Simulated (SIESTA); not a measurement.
TePb:

```xyz
2
Lattice="0.0000 3.2310 3.2310 3.2310 0.0000 3.2310 3.2310 3.2310 0.0000" Properties=species:S:1:pos:R:3 pbc="T T T"
Pb    0.0000    0.0000    0.0000
Te    3.2310    3.2310    3.2310
```

Program: SIESTA 5.4.2. Alike in all runs: no spin polarisation; cell as given; k mesh 7 × 7 × 7; smearing fermi-dirac 0.05 eV; grid cutoff 500 Ry.

Question: Order these runs on this cell by their pressure, lowest first.
A. level LDA; potentials or basis PseudoDojo 0.4 standard (LDA files), DZP (energy shift 0.003 Ry; two zetas on semicore shells); energy shift 0.003 Ry
B. level PBE; potentials or basis PseudoDojo 0.4 standard (PBE files), DZP (energy shift 0.003 Ry; two zetas on semicore shells); energy shift 0.003 Ry
C. level BLYP; potentials or basis PseudoDojo 0.4 standard (PBE files), DZP (energy shift 0.003 Ry; two zetas on semicore shells); energy shift 0.003 Ry
D. level PBE; potentials or basis PseudoDojo 0.4 standard (PBE files), TZ (energy shift 0.01 Ry); energy shift 0.01 Ry

Answer: A (-1.3 GPa), D (0.4 GPa), B (2.5 GPa), C (5.5 GPa).

Caveats: the basis of atomic orbitals isn't converged, which shifts pressures, moduli and gaps; the basis has no polarisation orbitals (some runs); semicore shells carry a single zeta, which can move pressures by several GPa and volumes by a few percent (some runs); the potentials were made for another functional, which shifts forces and pressure (some runs).

Not every run made on this cell is shown here.
